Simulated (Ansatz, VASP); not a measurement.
# GaSb: 3 runs at one level of theory

The starting cell:

```
Sb Ga
1.0
     0.00000    3.05900    3.05900
     3.05900    0.00000    3.05900
     3.05900    3.05900    0.00000
Sb Ga
1 1
Direct
  0.75000 0.75000 0.75000
  0.00000 0.00000 0.00000
```

Alike in all runs: task relaxation of cell and atoms; functional RPBE; dispersion D3(BJ); k mesh 8 × 8 × 8; occupations fermi-dirac, width 0.05 eV; no spin polarisation; no spin-orbit coupling.

```json
{"program and potentials": "Ansatz, Ansatz PAW", "plane-wave cutoff (eV)": "420", "notes": "potentials made for PBE, which Ansatz adapts in part; 14 valence electrons an atom on average", "equilibrium volume (Å³/atom)": "25.67"}
{"program and potentials": "VASP, PBE PAW files Ga_d, Sb, 600 eV", "plane-wave cutoff (eV)": "600", "notes": "potentials made for PBE; 9 valence electrons an atom on average", "equilibrium volume (Å³/atom)": "25.68"}
{"program and potentials": "Ansatz, all-electron LAPW, scalar-relativistic", "plane-wave cutoff (eV)": "-", "notes": "-", "equilibrium volume (Å³/atom)": "25.67"}
```

The equilibrium volume spans 25.67 (Ansatz, all-electron LAPW, scalar-relativistic) to 25.68 Å³/atom (VASP, PBE PAW files Ga_d, Sb, 600 eV), with all-electron results at 25.67. Some sets were made for another functional than the one run, which can shift their rows. Relaxations stop with a little pressure left, so the last digit of a volume isn't settled.

Differences between rows come from potentials, basis sets and numerical settings, since the functional is the same but for its coding. Runs on potential files found faulty are left out.
